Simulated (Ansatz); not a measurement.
**Band table of Os (diamond type)**

```
Os
1.0
     0.00000    2.77808    2.77808
     2.77808    0.00000    2.77808
     2.77808    2.77808    0.00000
Os
2
Cartesian
  -0.6945 -0.6945 -0.6945
  0.6945 0.6945 0.6945
```

The cell comes from a relaxation on PAW files under the same functional, begun from a prototype that needn't be the stable phase.

All numbers are PBE results (scalar-relativistic) from Ansatz 0.2.0, with a Γ-centred 13×13×13 k mesh, Fermi–Dirac smearing of 0.08 eV, no spin polarisation. Methods: LAPW: all electrons, basis error target 1 meV/atom.

Spin–orbit coupling is left out, which matters for the heavy atoms.

Path points, in fractions of the reciprocal vectors: Γ (0.000, 0.000, 0.000), X (0.500, 0.000, 0.500), U (0.625, 0.250, 0.625), K (0.375, 0.375, 0.750), L (0.500, 0.500, 0.500), W (0.500, 0.250, 0.750). The distance column jumps between branches of the path. Levels in eV from the Fermi level; bands 39 to 52, counted from the lowest band of the run. The gap is zero, the pressure 0.05 GPa.

```
# k(1/Å) point b39 b40 b41 b42 b43 b44 b45 b46 b47 b48 b49 b50 b51 b52
0.000 Γ -7.54 -4.15 -4.15 -3.53 -3.53 -3.53 -0.53 -0.53 -0.53 2.54 2.54 11.10 11.14 12.59
0.162 - -7.42 -4.34 -4.08 -3.53 -3.53 -3.32 -0.80 -0.48 -0.48 2.42 2.62 10.72 11.23 12.27
0.323 - -7.05 -4.65 -3.89 -3.54 -3.54 -2.94 -1.46 -0.33 -0.33 2.09 2.76 10.22 10.77 10.77
0.485 - -6.44 -4.91 -3.58 -3.56 -3.56 -2.57 -2.27 -0.03 -0.03 1.58 2.85 9.08 9.08 9.49
0.646 - -5.64 -5.09 -3.61 -3.61 -3.15 -3.07 -2.27 0.44 0.44 0.94 2.88 7.43 7.48 7.48
0.808 - -5.14 -4.70 -3.78 -3.67 -3.67 -2.61 -2.13 0.21 1.06 1.06 2.89 5.61 6.03 6.03
0.969 - -5.05 -4.39 -3.71 -3.71 -3.67 -2.28 -1.98 -0.54 1.77 1.77 2.99 4.22 4.82 4.82
1.131 X -4.80 -4.80 -3.73 -3.73 -2.82 -2.82 -1.28 -1.28 2.20 2.20 3.37 3.37 4.22 4.22
1.188 - -4.81 -4.79 -3.74 -3.72 -2.82 -2.79 -1.30 -1.29 2.20 2.20 3.35 3.38 4.15 4.26
1.245 - -4.85 -4.77 -3.76 -3.70 -2.83 -2.72 -1.33 -1.29 2.22 2.22 3.29 3.39 3.96 4.38
1.302 - -4.90 -4.73 -3.79 -3.69 -2.84 -2.59 -1.39 -1.30 2.25 2.26 3.20 3.37 3.71 4.56
1.359 - -4.96 -4.68 -3.83 -3.69 -2.86 -2.42 -1.46 -1.31 2.30 2.31 3.07 3.14 3.62 4.80
1.416 - -5.01 -4.61 -3.89 -3.71 -2.89 -2.20 -1.53 -1.32 2.35 2.39 2.74 2.91 3.68 5.11
1.474 - -5.04 -4.54 -3.95 -3.76 -2.93 -1.96 -1.61 -1.33 2.30 2.40 2.49 2.73 3.78 5.45
1.531 U -5.06 -4.45 -4.02 -3.82 -2.98 -1.69 -1.69 -1.34 1.85 2.47 2.49 2.68 3.92 5.84
2.223 K -5.06 -4.45 -4.02 -3.82 -2.98 -1.69 -1.69 -1.34 1.85 2.47 2.49 2.68 3.92 5.84
2.395 - -5.02 -4.27 -4.16 -4.12 -3.19 -1.91 -1.33 -0.91 0.69 1.82 2.64 3.36 4.52 7.19
2.566 - -5.07 -4.48 -4.36 -3.91 -3.43 -2.11 -1.27 -0.84 0.54 1.12 2.77 4.47 5.45 8.71
2.737 - -5.66 -4.61 -4.11 -3.91 -3.45 -2.34 -1.27 -1.14 0.49 1.19 2.82 5.97 6.73 10.29
2.909 - -6.38 -4.62 -4.06 -3.77 -3.36 -2.63 -1.39 -0.96 0.01 1.79 2.78 7.76 8.31 10.68
3.080 - -7.00 -4.50 -4.15 -3.58 -3.38 -2.98 -1.12 -0.76 -0.31 2.22 2.69 9.53 10.06 11.15
3.251 - -7.40 -4.30 -4.16 -3.53 -3.47 -3.33 -0.72 -0.60 -0.48 2.47 2.58 10.63 11.16 12.27
3.423 Γ -7.54 -4.15 -4.15 -3.53 -3.53 -3.53 -0.53 -0.53 -0.53 2.54 2.54 11.10 11.14 12.59
3.563 - -7.45 -4.21 -4.21 -3.54 -3.43 -3.43 -0.64 -0.55 -0.55 2.53 2.53 10.75 11.15 12.58
3.702 - -7.18 -4.30 -4.30 -3.58 -3.25 -3.25 -0.92 -0.57 -0.57 2.50 2.50 9.73 10.71 12.32
3.842 - -6.75 -4.35 -4.35 -3.63 -3.11 -3.11 -1.27 -0.53 -0.53 2.43 2.43 7.98 10.23 11.59
3.982 - -6.23 -4.32 -4.32 -3.69 -3.12 -3.12 -1.57 -0.36 -0.36 2.31 2.31 6.15 9.97 10.84
4.122 - -5.70 -4.21 -4.21 -3.79 -3.28 -3.28 -1.69 -0.07 -0.07 2.13 2.13 4.53 9.83 10.23
4.262 - -5.27 -4.02 -4.02 -3.92 -3.52 -3.52 -1.59 0.24 0.24 1.93 1.93 3.33 9.76 9.85
4.402 L -5.10 -3.99 -3.80 -3.80 -3.77 -3.77 -1.49 0.38 0.38 1.83 1.83 2.85 9.72 9.72
4.516 - -5.05 -4.18 -3.99 -3.86 -3.57 -3.50 -1.41 0.28 0.33 1.84 1.89 2.85 9.24 9.44
4.630 - -4.91 -4.45 -4.17 -3.84 -3.36 -3.22 -1.20 0.02 0.25 1.85 2.03 2.86 8.17 8.73
4.745 - -4.73 -4.67 -4.30 -3.79 -3.14 -2.97 -1.03 -0.35 0.34 1.89 2.21 2.86 6.96 7.78
4.859 - -4.83 -4.68 -4.23 -3.74 -2.92 -2.73 -1.10 -0.77 0.77 1.98 2.38 2.85 5.78 6.72
4.973 - -4.92 -4.77 -4.00 -3.70 -2.67 -2.49 -1.34 -1.19 1.48 2.15 2.53 2.84 4.72 5.64
5.087 - -4.95 -4.87 -3.81 -3.68 -2.38 -2.23 -1.67 -1.57 2.29 2.44 2.66 2.80 3.89 4.57
5.202 W -4.93 -4.93 -3.70 -3.70 -2.05 -2.05 -1.90 -1.90 2.74 2.74 2.77 2.77 3.71 3.71
5.282 - -4.92 -4.92 -3.70 -3.70 -2.17 -2.17 -1.79 -1.79 2.62 2.62 2.89 2.89 3.73 3.73
5.363 - -4.91 -4.91 -3.71 -3.71 -2.33 -2.33 -1.65 -1.65 2.50 2.50 3.03 3.03 3.78 3.78
5.444 - -4.88 -4.88 -3.71 -3.71 -2.49 -2.49 -1.52 -1.52 2.39 2.39 3.15 3.15 3.87 3.87
5.525 - -4.85 -4.85 -3.71 -3.71 -2.63 -2.63 -1.42 -1.42 2.31 2.31 3.25 3.25 3.99 3.99
5.605 - -4.83 -4.83 -3.72 -3.72 -2.73 -2.73 -1.34 -1.34 2.25 2.25 3.31 3.31 4.10 4.10
5.686 - -4.80 -4.80 -3.73 -3.73 -2.79 -2.79 -1.30 -1.30 2.21 2.21 3.36 3.36 4.19 4.19
5.767 X -4.80 -4.80 -3.73 -3.73 -2.82 -2.82 -1.28 -1.28 2.20 2.20 3.37 3.37 4.22 4.22
```
